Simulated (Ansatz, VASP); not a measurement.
**CdTe: VASP beside Ansatz**

```xyz
2
Lattice="0.0000 3.2821 3.2821 3.2821 0.0000 3.2821 3.2821 3.2821 0.0000" Properties=species:S:1:pos:R:3 pbc="T T T"
Cd    0.0000    0.0000    0.0000
Te    4.9232    4.9232    4.9232
```

The cell is a database's computed one.

Alike in both runs: task single point; functional PBE; k mesh 6 × 6 × 6; occupations gaussian, width 0.1 eV; no spin polarisation.

|  | VASP | Ansatz |
| --- | --- | --- |
| version | VASP 6.6.1 | Ansatz 0.2.0 |
| potentials or method | VASP PAW PBE potentials, release 64 (Cd, Te) | scalar-relativistic, plane waves, PAW |
| plane-wave cutoff (eV) | 520 | 420 |
| valence electrons in the cell | 18 | 36 |

Ansatz gave:

* gap on the k mesh at the Fermi level (eV): 0.66
* least direct gap on the mesh (eV): 0.66
* pressure (GPa): 0.9

Question: Which values does VASP return?

Answer: gap on the k mesh at the Fermi level (eV): 0.65; least direct gap on the mesh (eV): 0.65; pressure (GPa): 1.1.

The two sets of potentials don't hold the same shells in valence.

Caveats: spin-orbit coupling is left out, which moves the levels of the heavy elements.
